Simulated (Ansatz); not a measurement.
# C: the cost of one run

Program: Ansatz 0.2.0. Level of theory: DFT r2SCAN, scalar-relativistic, plane waves, PAW. These are calculated values, not measurements.

28 further runs of the same task are left out: 28 set aside as unsound or not needed.

## 1. The starting structure

The structure is trigonal, space group P-3m1 (No. 164). Conventional cell: a = 2.210 Å, b = 2.210 Å, c = 28.000 Å, α = 90.00°, β = 90.00°, γ = 120.00°. Around C (site symmetry 3m) lie 3 C at 1.31 Å.

Coordinates:

```
CELL_PARAMETERS angstrom
2.21000 0.00000 0.00000
-1.10500 1.91392 0.00000
0.00000 0.00000 28.00000
ATOMIC_POSITIONS crystal
C 0.33333 0.66667 0.50511
C 0.66667 0.33333 0.49489
```

This is the geometry of the first run shown, built on a cell relaxed beforehand with the same method.

## 2. The scan

Atoms count from 1 in the order of the input.

The lattice constant and the buckling of a sheet are varied, nothing relaxed.

First coordinate, lattice constant a of the sheet (both vectors scaled alike): 8 values from 2.210 to 2.652 Å. Second coordinate, buckling: height of C1 above C2: 8 values from 0.000 to 1.000 Å.

Nothing else is relaxed. Points are written as (first, second).

## 3. Grid point (2.210 Å, 0.286 Å)

Along c the cell is not periodic, so the sheet has no images above or below.

File input.yaml:

```yaml
crystal:
  lattice:
    - [2.21, 0.0, 0.0]
    - [-1.105, 1.9139161424, 0.0]
    - [0.0, 0.0, 28.0]
  atoms:
    - { symbol: C, position: [0.3333333333, 0.6666666667, 0.5051071429] }
    - { symbol: C, position: [0.6666666667, 0.3333333333, 0.4948928571] }
  periodic: [true, true, false]
basis:
  ecutwfc: 500
kpoints:
  mp_grid: { grid: [21, 21, 1] }
hamiltonian:
  xc: r2scan
scf:
  occupations: { method: gaussian, width: 0.1 }
output:
  forces: true
  stress: true
  eigenvalues: true
```

The run is started by

```
> ansatz run input.yaml --threads 4 --pin off --max-ram 12288MiB --backend cpu --events-out ev --progress --plain --runs-dir out
```

What time and memory should one allow on 4 threads of AMD EPYC 9R45 (Zen 5), shared host?

About 1 s, with a peak of 0.73 GiB.
